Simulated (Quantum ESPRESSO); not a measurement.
The system is I.

```
I
1.0
     3.63503   -2.39502    0.00000
     3.63503    2.39502    0.00000
     0.00000    0.00000    9.79344
I
4
Direct
  0.64930 0.35070 0.38440
  0.14930 0.85070 0.11560
  0.35070 0.64930 0.61560
  0.85070 0.14930 0.88440
```

```yaml
Program: Quantum ESPRESSO 7.5
Task: single point
Functional: PBE
Potentials_or_basis: SSSP 1.3 efficiency PBE
Cutoff: 748 eV
Density_cutoff: 5987 eV
k_mesh: 7 × 7 × 3
Occupations: fermi-dirac, width 0.05 eV
Spin: no spin polarisation
```

On this cell: pressure 1.8 GPa; largest force 0.968 eV/Å; band gap on the k mesh 1.31 eV, indirect (least direct gap 1.39 eV).

The same run follows on a disturbed copy (atoms moved at random, drawn with an rms of 0.05 Å):

```
CELL_PARAMETERS angstrom
3.63503 -2.39502 0.00000
3.63503 2.39502 0.00000
0.00000 0.00000 9.79344
ATOMIC_POSITIONS crystal
I 0.65349 0.34675 0.38295
I 0.15234 0.84035 0.11361
I 0.36674 0.64517 0.61547
I 0.84626 0.15370 0.88219
```

Question: What does the disturbed cell give?

Answer: The energy moves by -4.4 meV/atom; pressure 1.6 GPa; largest force 1.033 eV/Å; band gap on the k mesh 1.27 eV, indirect (least direct gap 1.36 eV).

Forces in eV/Å, atoms in the order of the input:
```
I   -0.006 -0.520 -0.893
I    0.008 -0.253  0.637
I   -0.010  0.509  0.878
I    0.008  0.265 -0.623
```

Stress tensor (GPa, compression positive):
```
1.24 0.02 0.02
0.02 1.12 0.39
0.02 0.39 2.43
```

Caveats: spin-orbit coupling is left out, which moves the levels of the heavy elements; an odd mesh through Γ misses points on the zone boundary, where band edges often lie.
